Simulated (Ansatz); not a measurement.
**How far is PAW off for HfC?**

```
Hf C
1.0
     0.04650    2.34825    2.34825
     2.34825    0.04650    2.34825
     2.34825    2.34825    0.04650
Hf C
1 1
Direct
  0.50000 0.50000 0.50000
  0.00000 0.00000 0.00000
```

Atoms are numbered in the order listed.

Conventional cell: a = 3.255 Å, b = 3.255 Å, c = 8.215 Å, α = 90.00°, β = 90.00°, γ = 120.00°. Around Hf (atom 1) lie 6 C at 2.33 Å. C (atom 2) is surrounded by 6 Hf at 2.33 Å.

The cell is COD entry 1539502, as deposited and not checked against the literature; nothing was relaxed. The listed cell was then made from it by scaling, straining or moving an atom.

No spin–orbit coupling, which matters for the heavy atoms here.

All numbers are computed: DFT, PBE, PAW with Ansatz's default frozen-core files, scalar-relativistic (Ansatz 0.2.0); DFT, PBE, all-electron PAW with datasets made for the crystal, scalar-relativistic (Ansatz 0.2.0); DFT, PBE, all-electron LAPW, scalar-relativistic (Ansatz 0.2.0).

For PAW: a Γ-centred 15×15×15 k mesh, Fermi–Dirac smearing of 0.05 eV, cutoff 420 eV, no spin polarisation. The crystal-made all-electron datasets (AE datasets) take a cutoff of 400 eV at this cell. LAPW targets a basis error of 1 meV/atom. The Ansatz runs share mesh, smearing and spin set-up. Plane-wave (PAW) pressures include the program's estimate of the Pulay term.

Stress and pressure are positive in compression.

The change that made this cell: equal xy, yz and zx engineering shear strains of +2 %.

No spin–orbit coupling: at heavy atoms the gradients can be off by tens of per cent for that reason.

In a metal, gradients converge slowly with the k mesh: the values move by tens of per cent from one mesh to another, at times in sign, so only the comparison on one mesh counts.

```csv
quantity,PAW,AE datasets,LAPW
pressure (GPa),0.28,0.33,0.33
stress yz (GPa),-3.47,-3.46,-3.46
stress xz (GPa),-3.47,-3.46,-3.46
stress xy (GPa),-3.47,-3.46,-3.46
field gradient Vzz at Hf1 (10²¹ V/m²),-0.54,-0.52,–
```

PAW's pressure differs from the LAPW value by -0.05 GPa.
